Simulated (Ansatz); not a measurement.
A crystal relaxed with r2SCAN in the PAW code Ansatz has space group P6_3/mmc (No. 194) and a = 5.388 Å, c = 6.424 Å.

```tsv
atom	site	x	y	z
Xx	2c	0.3333	0.6667	0.2500
Te	2d	0.6667	0.3333	0.2500
```

r2SCAN gives an indirect gap of 0.51 eV, from H to Γ–M (0.33 of the way from Γ); the least direct gap is 0.53 eV at H. A second conduction valley, at H, lies only 20 meV higher, so their order isn't settled. PBE gives a direct gap of 0.45 eV at H. With LDA the gap is 0.42 eV and direct, at H. Meshes: r2SCAN 6×6×4, PBE 6×6×4, LDA 6×6×4.

Q: Which element is Xx?
A. Sn
B. Zr
C. Ti
D. Hf

A: A. Xx is Sn: SnTe (h-MgO type). Around Sn lie 5 Te at 3.11–3.21 Å; around Te lie 5 Sn at 3.11–3.21 Å.

The calculation is spin-unpolarised, and the structure need not be a phase that has been made.

Spin-orbit coupling is left out, which matters wherever the heavy atoms make up the band edges.
